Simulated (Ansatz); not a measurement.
EuS, space group Fm-3m, relaxations under a series of pressures

Program: Ansatz 0.2.0, Python API.

Notebook, run cell by cell (the value of a cell's last expression is shown):

```python
import ansatz as az
import numpy as np
```

```python
params = {
    "functional": "r2SCAN",
    "cutoff": 750,
    "occupations": "Marzari-Vanderbilt",
    "width_ev": 0.1,
}
```

```python
def edges_and_angles(cell):
    cell = np.asarray(cell)
    a, b, c = np.linalg.norm(cell, axis=1)
    cosines = cell[1] @ cell[2] / (b * c), cell[0] @ cell[2] / (a * c), cell[0] @ cell[1] / (a * b)
    return (a, b, c, *np.degrees(np.arccos(cosines)))
```

```python
lattice = az.Lattice.of(
    (0.0, 2.9785, 2.9785),
    (2.9785, 0.0, 2.9785),
    (2.9785, 2.9785, 0.0),
)
sites = [
    ("Eu", (0.0, 0.0, 0.0)),
    ("S", (0.5, 0.5, 0.5)),
]
eus = az.Crystal(lattice=lattice)
for symbol, position in sites:
    eus = eus.atom(symbol, position)
eus = eus.moments(Eu=9.1)
```

```python
calc = (
    eus.calculation()
    .functional(params["functional"])
    .basis(params["cutoff"])
    .accuracy("low")  # preset for grids and thresholds
    .kpoints(7)  # sampling of the Brillouin zone
    .occupations(params["occupations"], width=params["width_ev"])
    .spin("collinear")  # two spin channels
    .hubbard("Eu", "f", u_eff=3.0)
    .scf(lower_state_search="off", algorithm="density_mixing")
)
```

```python
# H = F + PV, with 1 GPa A^3 = 1/160.21766 eV
rows = []
for pressure in [-2, 0, 2, 5, 10]:
    outcome = calc.relax(cell=True, pressure=pressure, force_tolerance=0.01, max_displacement=0.3).run(threads=1, backend="cpu")
    cell = outcome.lattice.cell_ang
    n_atoms = len(outcome.lattice.sites)
    volume = abs(np.linalg.det(cell)) / n_atoms
    enthalpy = outcome.report["free_energy_ev"] / n_atoms + pressure * volume / 160.21766
    rows.append((pressure, volume, enthalpy, *edges_and_angles(cell)))
    print(f"{pressure} GPa done: {volume:.4f} A^3/atom")
```

    -2 GPa done: 27.4234 A^3/atom
    0 GPa done: 26.3051 A^3/atom
    2 GPa done: 25.3877 A^3/atom
    5 GPa done: 24.2294 A^3/atom
    10 GPa done: 22.7445 A^3/atom

```python
print(" P (GPa)  V (A^3/atom)  H (eV/atom)     a       b       c")
for row in rows:
    print("{:8.1f} {:12.4f} {:14.5f} {:7.4f} {:7.4f} {:7.4f}".format(*row[:6]))
p, v = np.array([row[0] for row in rows], float), np.array([row[1] for row in rows])
print("mean bulk modulus between rows (GPa):", np.round(-np.diff(p) / np.diff(np.log(v)), 1))
```

     P (GPa)  V (A^3/atom)  H (eV/atom)     a       b       c
        -2.0      27.4234    -4845.73025  4.2647  4.2647  4.2647
         0.0      26.3051    -4845.39521  4.2059  4.2059  4.2059
         2.0      25.3877    -4845.07274  4.1564  4.1564  4.1564
         5.0      24.2294    -4844.60844  4.0923  4.0923  4.0923
        10.0      22.7445    -4843.87691  4.0069  4.0069  4.0069
    mean bulk modulus between rows (GPa): [48.  56.3 64.2 79.1]

The volume falls from 27.42 Å³ an atom at -2 GPa to 22.74 at 10 GPa, by 17.1 %. Between -2 and 0 GPa, -V dP/dV is about 48 GPa, a mean over that step.

Caveats:
- These settings explore the input space; cutoff and mesh may be short of convergence.
- Open f shells: with a Hubbard U, without spin-orbit coupling; the state reached hangs on the start and needn't be the lowest.
- At a fixed pressure a relaxation lowers the enthalpy F + PV, while F alone can rise.
- U, its shell and the double counting are chosen to explore, and aren't derived for this compound.
- Of the deposited cell: the entry's cell lengths or inner coordinates differ somewhat from later room-temperature determinations.
- r2SCAN tends to overestimate the moments of itinerant magnets.
- The structure is a deposited one; some such entries were measured under pressure or heat, so a shift against it needn't be the functional's error alone.
- Symmetry holds the cell in this phase, whether or not it is the stable one at each pressure.
- Hardware and time: 5.2 min on 1 thread of Arm Neoverse V1, with other jobs on the host, peak memory 0.72 GiB.

(Lines on the test bed's own set-up are left out of the output.)
